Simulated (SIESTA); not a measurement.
The system is SnSe.

```xyz
8
Lattice="11.4200 0.0000 0.0000 0.0000 4.1900 0.0000 0.0000 0.0000 4.4600" Properties=species:S:1:pos:R:3 pbc="T T T"
Sn   10.0153    3.1425    4.0541
Sn    7.1147    1.0475    1.8241
Sn    4.3053    3.1425    2.6359
Sn    1.4047    1.0475    0.4059
Se    7.3431    3.1425    4.3886
Se    9.7869    1.0475    2.1586
Se    1.6331    3.1425    2.3014
Se    4.0769    1.0475    0.0714
```

Base run:

- Program: SIESTA 5.4.2
- Functional: PBE
- Potentials or basis: PseudoDojo 0.4 standard (PBE files)
- Basis: DZ (energy shift 0.01 Ry)
- Grid cutoff: 500 Ry
- Energy shift: 0.01 Ry
- k mesh: 3 × 6 × 6
- Occupations: fermi-dirac, width 0.05 eV
- Spin: no spin polarisation

Its results: band gap on the k mesh 0.60 eV, indirect (least direct gap 0.73 eV); pressure 2.0 GPa; largest force 0.985 eV/Å.

Q: The run is repeated on the same cell with these changes: basis from DZ (energy shift 0.01 Ry) to TZTP (energy shift 0.01 Ry). What comes out?

A: Band gap on the k mesh 0.55 eV, indirect (least direct gap 0.72 eV); pressure 3.4 GPa; largest force 0.590 eV/Å.

Caveats: semicore shells carry a single zeta, which can move pressures by several GPa and volumes by a few percent; spin-orbit coupling is left out, which moves the levels of the heavy elements; the basis of atomic orbitals isn't converged, which shifts pressures, moduli and gaps; the basis has no polarisation orbitals (some runs).

Not every run made on this cell is shown here.
